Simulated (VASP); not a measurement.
Ir, 1 atom in the cell. Symmetry: Im-3m, No. 229, cubic system. The conventional cell has a = 3.076 Å, b = 3.076 Å, c = 3.076 Å, α = 90.00°, β = 90.00°, γ = 90.00°. Ir (site symmetry m-3m) has 8 Ir at 2.66 Å as nearest neighbours. The cell was built by a generator and needn't be a form met in nature.

* Program: VASP 6.6.1
* Task: single point
* Functional: PBEsol
* Potentials or basis: VASP PAW PBE potentials, release 64 (Ir)
* Cutoff: 520 eV
* k mesh: 20 × 20 × 20
* Occupations: gaussian, width 0.1 eV
* Spin: no spin polarisation
* Dipole correction: no
* Further INCAR settings: ALGO = Normal; EDIFF = 1e-07; NBANDS = 10

Potentials or basis: VASP PAW PBE potentials, release 64 (Ir).

The run is started by

```sh
$ cat potpaw_PBE.64/Ir/POTCAR > POTCAR
$ mpirun -np 1 vasp_std > vasp.out
```

Hardware: 1 thread of Intel(R) Xeon(R) Platinum 8259CL CPU @ 2.50GHz (Skylake/Cascade Lake), on a shared host.

Question: Estimate the wall time of this run.

Answer: It took 21 s on 1 thread of Intel(R) Xeon(R) Platinum 8259CL CPU @ 2.50GHz (Skylake/Cascade Lake) (shared host), peak memory 0.16 GiB. Counts: scf iterations 12, k points 256.
